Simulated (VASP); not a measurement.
Crystal: HfC.

```xyz
2
Lattice="0.0000 2.3250 2.3250 2.3250 0.0000 2.3250 2.3250 2.3250 0.0000" Properties=species:S:1:pos:R:3 pbc="T T T"
Hf    2.3250    2.3250    2.3250
C     0.0000    0.0000    0.0000
```

| Property | Result |
| --- | --- |
| Program | VASP 6.6.1 |
| Task | single point |
| Functional | PBE |
| Potentials or basis | VASP PAW PBE potentials, release 64 (Hf_pv, C) |
| Cutoff | 520 eV |
| k mesh | 10 × 10 × 10 |
| Occupations | fermi-dirac, width 0.05 eV |
| Spin | no spin polarisation |

On this cell: pressure -0.4 GPa; largest force zero by symmetry; band gap on the k mesh none (metal or under the smearing width).

The same run follows on a disturbed copy (atoms moved at random, drawn with an rms of 0.05 Å):

```
CELL_PARAMETERS angstrom
0.00000 2.32500 2.32500
2.32500 0.00000 2.32500
2.32500 2.32500 0.00000
ATOMIC_POSITIONS crystal
Hf 0.48872 0.50833 0.48842
C 0.99015 0.01910 0.99366
```

**Question.** What does the disturbed cell give?

**Answer.** The energy (extrapolated to zero smearing) moves by +4.6 meV/atom; pressure -0.2 GPa; largest force 0.362 eV/Å; band gap on the k mesh none (metal or under the smearing width).

Forces on the atoms (eV/Å):
```
Hf   0.273  0.114  0.209
C   -0.273 -0.114 -0.209
```

Stress tensor (GPa, compression positive):
```
-0.01 -0.09 -0.16
-0.09 -0.33 -0.07
-0.16 -0.07 -0.17
```
